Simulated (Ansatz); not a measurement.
W:

```
W
1.0
    -1.58234    1.58234    1.58234
     1.58234   -1.58234    1.58234
     1.58234    1.58234   -1.58234
W
1
Direct
  0.00000 0.00000 0.00000
```

* Program: Ansatz 0.2.0
* Task: phonons
* Functional: RPBE
* Dispersion: D3(BJ)
* Potentials or basis: Ansatz PAW polarizable
* Cutoff: 420 eV (not typed: the program's choice for these potentials)
* k mesh: 8 × 8 × 8
* Occupations: methfessel-paxton, width 0.1 eV
* Spin: no spin polarisation
* q mesh: 4 × 4 × 4
* Path: [["G", "H", "N", "G", "P", "H"], ["P", "N"]]
* Points for each segment of the path: 8

Question: Is this structure dynamically stable at this level, and how far does the spectrum reach?

Answer: Yes, as far as this q mesh shows: no mode on the path is imaginary. The highest frequency is 244 cm⁻¹.
